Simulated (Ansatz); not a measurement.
## HfS2, space group P-3m1: a projected density of states, step by step

With the Ansatz DFT code, driven from Python.

`hfs2.cif`
```cif
data_HfS2
_cell_length_a 3.639664
_cell_length_b 3.639664
_cell_length_c 6.055562
_cell_angle_alpha 90.00000
_cell_angle_beta 90.00000
_cell_angle_gamma 120.00000
_symmetry_space_group_name_H-M 'P 1'
_symmetry_Int_Tables_number 1
loop_
_symmetry_equiv_pos_as_xyz
'x, y, z'
loop_
_atom_site_label
_atom_site_type_symbol
_atom_site_fract_x
_atom_site_fract_y
_atom_site_fract_z
Hf1 Hf    0.000000    0.000000    0.000000
S2 S    0.666667    0.333333    0.763952
S3 S    0.333333    0.666667    0.236048
```

Run as a notebook:

```python
import ansatz as az
from ase.io import read
import numpy as np
```

```python
CUTOFF_EV = 550
FILLING = 'fixed'
KMESH = (6, 6, 4)
N_EMPTY = 12

atoms = read('hfs2.cif')
system = az.Crystal.from_ase(atoms)
```

```python
system.resolved().sites[-1]
```

    Site(symbol='S', position=(0.33333299999999993, 0.6666669999999999, 0.23604800000000004), moment=None, axis=None, held=None, saved=None)

```python
calc = (
    system.calculation()
    .basis(CUTOFF_EV)  # a bare number is in eV
    .occupations(FILLING)  # whole-number filling, right only where there is a gap
    .functional(az.Functional.PBESOL)
    .kpoints(*KMESH)
    .scf(extra_bands=N_EMPTY)
    .density_of_states(projected=True, energy_step=0.1)  # states per eV and cell
)
result = calc.run(threads=1, pin='off')
report = result.report

type(result).__name__, type(report).__name__
```

    DeckWarning: the atoms were moved onto the symmetric positions of the space group found under crystal.symmetry.tolerance 1.0e-5 (fractional; no operation is sought that the atoms, as they stand in a round, miss by more than twice it, and no atom is moved by as much as it), and the run uses the moved positions. Before [...]
    ('RunOutcome', 'dict')

```python
sorted(key for key in report if key.endswith('_ev'))
```

    ['band_edges_ev', 'eigenvalues_ev', 'energy_sigma0_ev', 'entropy_ts_ev', 'fermi_energy_ev',
     'free_energy_ev', 'gap_by_band_count_ev', 'harris_foulkes_ev', 'internal_energy_ev',
     'lagrangian_ev', 'lagrangian_sigma0_ev', 'loop_eigenvalues_ev', 'loop_fermi_energy_ev',
     'occupations_fermi_energy_ev', 'residual_norms_ev']

```python
dos = result.density_of_states()
energy = np.asarray(dos.energies_ev) - dos.fermi_ev
curves = {}
for site in result.projected_density_of_states().sites:
    for shell in site.shells:
        weight = sum(np.sum(curve.g_bin_mean_per_ev, axis=0) for curve in shell.curves)
        name = f'{site.species} {shell.label}'
        curves[name] = curves.get(name, 0) + weight
```

```python
print('E-EF   ' + ' '.join(f'{name:>8s}' for name in curves))
for e in np.arange(-10, 4 + 0.1, 0.5):
    print(f'{e:5.1f}  ' + ' '.join(f'{np.interp(e, energy, g):8.3f}' for g in curves.values()))
```

    E-EF      Hf 5S    Hf 6S    Hf 5P    Hf 5D    Hf 4F     S 3S     S 3P
    -10.0     0.000    0.000    0.000    0.000    0.000    0.000    0.000
     -9.5     0.000    0.000    0.000    0.000    0.000    0.000    0.000
     -9.0     0.000    0.000    0.000    0.000    0.000    0.000    0.000
     -8.5     0.000    0.000    0.000    0.000    0.000    0.000    0.000
     -8.0     0.000    0.000    0.000    0.000    0.000    0.000    0.000
     -7.5     0.000    0.000    0.000    0.000    0.000    0.000    0.000
     -7.0     0.000    0.000    0.000    0.000    0.000    0.000    0.000
     -6.5     0.000    0.000    0.000    0.000    0.000    0.000    0.000
     -6.0     0.000    0.000    0.000    0.000    0.000    0.000    0.000
     -5.5     0.000    0.000    0.000    0.000    0.000    0.000    0.000
     -5.0     0.000    0.000    0.000    0.000    0.000    0.000    0.000
     -4.5     0.007    0.151    0.002    0.272    0.000    0.031    0.726
     -4.0     0.014    0.187    0.007    0.539    0.001    0.127    1.610
     -3.5     0.005    0.133    0.042    0.778    0.001    0.109    3.151
     -3.0     0.000    0.012    0.007    0.314    0.000    0.015    0.783
     -2.5     0.001    0.036    0.011    1.346    0.002    0.043    2.809
     -2.0     0.001    0.028    0.017    0.566    0.003    0.123    2.604
     -1.5     0.000    0.014    0.015    0.291    0.004    0.055    2.077
     -1.0     0.000    0.004    0.018    0.183    0.004    0.033    2.438
     -0.5     0.000    0.001    0.008    0.094    0.003    0.008    1.470
      0.0     0.000    0.000    0.001    0.001    0.000    0.000    0.181
      0.5     0.000    0.000    0.000    0.000    0.000    0.000    0.000
      1.0     0.000    0.000    0.000    0.000    0.000    0.000    0.000
      1.5     0.000    0.036    0.000    0.751    0.000    0.025    0.209
      2.0     0.000    0.042    0.001    1.708    0.001    0.027    0.416
      2.5     0.000    0.010    0.000    0.520    0.000    0.001    0.066
      3.0     0.000    0.016    0.001    0.856    0.000    0.009    0.278
      3.5     0.001    0.040    0.001    2.635    0.001    0.015    0.763
      4.0     0.014    0.536    0.001    7.154    0.001    0.028    0.679

Notes:
- No spin polarisation was allowed.
- Semilocal gaps usually lie well under measured ones.
- With fixed filling the reported Fermi level is the top filled level among the k-points of the SCF.
- The crystal has a gap of about 1.11 eV on the mesh; bins of finite width blur the band edges.
- This cell is a computed structure, which may not be the phase found in nature.
- Levels are Kohn-Sham eigenvalues on this mesh, without spin-orbit coupling.
- Warnings are shown shortened and without file and line.
- Curves are summed over the cell's atoms. Only shells that the potentials hold have channels, so projections don't add up to the total, least of all where a shell is missing (p of most metals); heights and places of peaks move with the mesh.
- The density of states is complete only as far up as bands were computed.
- Hardware and time: 4.9 s on 1 thread of Arm Neoverse V2, on a shared host, peak memory 0.48 GiB.
